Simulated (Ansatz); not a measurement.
# Zr: two-dimensional strain map

All numbers below come from DFT PBEsol, scalar-relativistic, plane waves, PAW in Ansatz 0.2.0. Settings: plane waves to 420 eV, k-mesh 18×18×18 (Γ-centred), Gaussian smearing 0.15 eV. No spin polarisation. Energies are free energies at this smearing, counted from the undisturbed cell; pressure is positive in compression.

Zero of the scan (as given, not relaxed at this level; it stands at -2.8 GPa; this fcc form isn't the usual structure):

```
Zr
1.0
     0.00000    2.25500    2.25500
     2.25500    0.00000    2.25500
     2.25500    2.25500    0.00000
Zr
1
Direct
  0.00000 0.00000 0.00000
```

The cell is strained by p along both x and y and by q along z, fractional coordinates fixed. Points are written (p, q).

Energy above the undisturbed cell in meV/atom (a dash: not computed):

```
 p \ q  -0.080  -0.040  0.000  0.040  0.080
-0.080   346.2   220.1  131.2   74.7   46.4
-0.040   122.9    52.4   13.8    4.1   18.6
 0.000    20.7    -3.2    0.0   28.1   77.6
 0.040    17.2    33.8   72.3  131.5  209.3
 0.080    90.7   143.8  213.2  298.9  399.8
```

Pressure in GPa:

| p \ q | -0.080 | -0.040 | 0.000 | 0.040 | 0.080 |
| --- | --- | --- | --- | --- | --- |
| -0.080 | 30.0 | 22.5 | 16.0 | 10.3 | 5.5 |
| -0.040 | 16.0 | 10.3 | 5.3 | 1.0 | -2.6 |
| 0.000 | 5.3 | 1.0 | -2.8 | -6.0 | -8.7 |
| 0.040 | -2.6 | -5.9 | -8.8 | -11.1 | -13.1 |
| 0.080 | -8.5 | -11.0 | -13.0 | -14.8 | -16.1 |